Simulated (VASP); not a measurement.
Runs of VASP 6.6.1 on TiH. All rows change the cell; the cell of one of them follows. Symmetry: Fm-3m, No. 225, cubic system. Conventional cell: a = 4.305 Å, b = 4.305 Å, c = 4.305 Å, α = 90.00°, β = 90.00°, γ = 90.00°. Around Ti (site symmetry m-3m) lie 6 H at 2.15 Å. H (site symmetry m-3m) has 6 Ti at 2.15 Å as nearest neighbours. The cell comes from a database or a generator and needn't be the stable form of this composition.

```tsv
cell	gap on the mesh (eV)	pressure (GPa)
strain +0.030 along x and y, +0.030 along z, atoms carried along	none	(a)
strain -0.030 along x and y, +0.030 along z, atoms carried along	none	0.7
strain -0.030 along x and y, -0.030 along z, atoms carried along	none	10.9
strain +0.000 along x and y, +0.030 along z, atoms carried along	none	-7.6
```

Alike in all rows: task single point; level PBEsol; potentials or basis VASP PAW PBE potentials, release 64 (Ti_sv, H); no spin polarisation; k mesh 20 × 20 × 20; cutoff (eV) 520; smearing gaussian 0.15 eV.

Problem. Fill in the values left out.

Solution. (a) -13.9.

Caveats: the PAW data sets were made with another functional, which shifts forces and pressure a little.

A gap of «none» marks a metal or a gap under the smearing width.
